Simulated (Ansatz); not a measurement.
The cell is COD entry 1000050, as deposited and not checked against the literature; nothing was relaxed.

An input for KCl and the output that it gave: DFT, PBE, all-electron LAPW, scalar-relativistic (Ansatz 0.2.0).

Command: `ansatz run input.yaml --threads 1 --pin off --max-ram 3072MiB --backend cpu --events-out ev --progress --plain --runs-dir out` The run took 9 s on 1 thread of Arm Neoverse V2 (shared host), peak memory 0.23 GiB.

```yaml
crystal:
  lattice:
    - [3.634, 0.0, 0.0]
    - [0.0, 3.634, 0.0]
    - [0.0, 0.0, 3.634]
  atoms:
    - { symbol: K, position: [0.0, 0.0, 0.0] }
    - { symbol: Cl, position: [0.5, 0.5, 0.5] }
kpoints:
  mp_grid: { grid: [7, 7, 7] }
  band_path:
    path:
      - [0.0, 0.0, 0.0]
      - [0.0, 0.5, 0.0]
      - [0.5, 0.5, 0.0]
      - [0.0, 0.0, 0.0]
      - [0.5, 0.5, 0.5]
      - [0.0, 0.5, 0.0]
      - [0.5, 0.5, 0.5]
      - [0.5, 0.5, 0.0]
    npoints: 14
scf:
  occupations: { method: fermi_dirac, width: 0.02 }
hamiltonian:
  xc: pbe
  pseudopotentials: { kind: all_electron, lapw: { basis_error: 0.0005 } }
output:
  forces: true
  stress: true
  eigenvalues: true
  fatbands: true
  populations: true
  dos: { projected: true, de: 0.2, e_range: [-14, 8] }
```

The log:

```
K: projections on atomic orbitals take those of the free atom 1s2 2s2 2p6 3s2 3p6 4s1, of charge +0.00 (hamiltonian.pseudopotentials.projection_atoms)
Cl: projections on atomic orbitals take those of the free atom 1s2 2s2 2p6 3s2 3p5, of charge +0.00 (hamiltonian.pseudopotentials.projection_atoms)
LAPW: plane waves up to 6.292 Å⁻¹, error target 5.0e-4 eV per atom; small_component_spin mean_spin; Cl in spheres of 1.554 Å, 15 of its electrons in bands, Dirac shells []; K in spheres of 1.593 Å, 9 of its electrons in bands, Dirac shells []
Engine: ansatz 0.2.0
Pseudopotentials: kind: all_electron
Pseudopotential: K, LAPW, valence charge 9, Koelling and Harmon's equation, gaussian nucleus
Pseudopotential: Cl, LAPW, valence charge 15, Koelling and Harmon's equation, gaussian nucleus
Functional definition: PBE
  parameter kappa = 0.804
  parameter beta = 0.06672455060314922
  exchange = pbe_x(kappa = kappa, mu = beta*pi^2/3)
  correlation = pbe_c(beta = beta)
Crystal: 2 atoms, lattice volume = 47.990 Å³
Basis set: ecut = 150.8327313743273 eV, 203 PW (Γ), exchange–correlation at level 2
Bands: 16, of which v1, the nominal top of the filled ones, is band 12 counted from 1 (11 counted from 0)
Symmetry: 48 space group operations
Space group: Pm-3m (ITA 221), of the structure as read, at distance tolerance 3.6e-5 Å
k-points: 20 of 343
Non-local potential: K, projectors of the file, none
Non-local potential: Cl, projectors of the file, none
Initial density: superposition of atomic densities (chi_scale 0.1, normalization cell, long waves kept (reshape's long-wave potential 0.00 eV rms))
Initial wavefunctions: plane waves of lowest kinetic energy (no species holds an atomic orbital)
Functional: x = pbe(κ = 0.804, μ = 0.2195149727645171), c = pbe(β = 0.06672455060314922)
iter 1 solved again at ethr=1.57e-3 eV; its pass at ethr=1.00e-1 eV (dr2=3.76e-1 eV) is discarded
SCF iter   1: F=—  HF=-28946.610472 eV  |F-HF|=—  |Δ(HF+E_count)|=         —  Δρ=1.87e-2  dr2=3.76e-1  ethr=1.57e-3  ⟨swp⟩=2.3  Hψ=2170  notcnv=0
preconditioner: auto → none  [insulator: Δε(μ)=6.410 eV  Ē_g=15.832 eV  σ=0.020 eV  W_gap=1.00  n_scr=6 (ndim 8)  ℏωp=20.1 eV  f_vac=0.000  D(μ)=0.00/eV (n_scr^D=0)  ε∞_Penn≈2.6]
iter 2 solved again at ethr=7.71e-5 eV; its pass at ethr=1.57e-3 eV (dr2=1.85e-2 eV) is discarded
SCF iter   2: F=—  HF=-28946.337201 eV  |F-HF|=—  |Δ(HF+E_count)|=   2.73e-1  Δρ=4.18e-3  dr2=1.85e-2  ethr=7.71e-5  ⟨swp⟩=2.0  Hψ=1814  notcnv=0
SCF iter   3: F=—  HF=-28946.335288 eV  |F-HF|=—  |Δ(HF+E_count)|=         —  Δρ=2.59e-3  dr2=7.10e-3  ethr=7.70e-5  ⟨swp⟩=2.5  Hψ=1088  notcnv=0
the basis was enlarged: its passes take 521.1 KiB over the memory plan, 1 of 1 planned eigensolver slots
SCF iter   4: F=—  HF=-28946.337583 eV  |F-HF|=—  |Δ(HF+E_count)|=   2.30e-3  Δρ=1.50e-4  dr2=1.09e-5  ethr=2.96e-5  ⟨swp⟩=2.9  Hψ=1103  notcnv=0  defer=1
SCF iter   5: F=—  HF=-28946.337629 eV  |F-HF|=—  |Δ(HF+E_count)|=   4.58e-5  Δρ=3.18e-5  dr2=5.57e-7  ethr=4.55e-8  ⟨swp⟩=3.0  Hψ=1121  notcnv=0
SCF iter   6: F=-28946.337631 eV  HF=-28946.337631 eV  |F-HF|=1.38e-8  |Δ(HF+E_count)|=   1.94e-6  Δρ=1.72e-6  dr2=1.14e-9  ethr=2.32e-9  ⟨swp⟩=3.0  Hψ=1105  notcnv=0
SCF 1 converged in 6 iterations: F = -28946.337631 eV  dr2 = 1.14e-9
NSCF: frozen V_eff on 99 k-points
SCF converged after 6 iterations
Free energy (F): -28946.337631 eV
Harris-Foulkes:  -28946.337631 eV  (|F-HF|=1.38e-8)
Internal energy: -28946.337631 eV  (E = F + TS)
E sigma→0 (E₀):  -28946.337631 eV
Fermi energy:    6.938609 eV
--- Per-component energies (eV) ---
  E_band       = -1637.014253
  E_kinetic    = 29127.686399
  E_xc         = -1679.817019
  E_electrostatic = -56394.207011  (all electrons and nuclei)
  E_smearing   = -0.000000  (= −TS)
  E_closure    = 0.000000  (closes the sum)
  E_atoms      = -28939.818367  (free atoms, spherical and without spin; not in F)
  Σ components = -28946.337631   (vs F -28946.337631, Δ=0.00e0)
  Basis errors (estimates in eV, not in F): energy 1.9e-4 per atom: plane waves 1.7e-4 (8.8e-5 summed), levels above the bands 8.0e-154, relativity 1.1e-8, radial functions 2.3e-5, core shells 5.2e-7; eigenvalues (radial functions only) 7.2e-6; not estimated: angular momenta, meshes, grids; target (lapw.basis_error) 5.0e-4; muffin-tin radii Cl 1.554 Å, K 1.593 Å
--- Forces (eV/Å), atoms counted from 1 ---
  atom   1  K      0.00000000    -0.00000000     0.00000000
  atom   2  Cl     0.00000000     0.00000000     0.00000000
  max |Σ_I F_I| component: 6.04e-31 eV/Å
--- Stress (GPa, compression-positive) ---
        4.463992      -0.000000       0.000000
       -0.000000       4.463992       0.000000
        0.000000       0.000000       4.463992
  P = ⅓ Tr σ = 4.4640 GPa (44.640 kbar)
--- Band table (eV; the first three rows and the last of 20) ---
  k-point 0: bands = ["-239.4047", "-178.3124", "-178.3124", "-178.3124", "-23.6741", "-8.7773", "-7.0201", "-7.0201", "-7.0201", "3.9069", "3.9069", "3.9069", "9.7201", "10.4978", "10.4978", "15.1038"]
  k-point 1: bands = ["-239.4047", "-178.3124", "-178.3124", "-178.3124", "-23.6669", "-8.8203", "-7.0096", "-7.0096", "-6.9893", "3.4303", "3.8954", "3.8954", "10.2371", "10.6879", "11.0477", "15.0403"]
  k-point 2: bands = ["-239.4047", "-178.3124", "-178.3124", "-178.3124", "-23.6505", "-8.9212", "-6.9859", "-6.9859", "-6.9074", "2.5653", "3.8683", "3.8683", "11.2310", "11.3342", "12.3112", "14.9956"]
  k-point 19: bands = ["-239.4047", "-178.3124", "-178.3124", "-178.3124", "-23.5730", "-8.2114", "-7.2778", "-7.2767", "-7.2767", "2.4650", "2.4650", "2.5324", "12.9226", "13.2786", "13.2786", "14.7476"]
--- Löwdin populations: 2 sites ---
  site symbol       q [e]
     0      K     18.2423
     1     Cl     17.6926
  spilling = 0.001809 (of n_electrons = 36.000000)
```
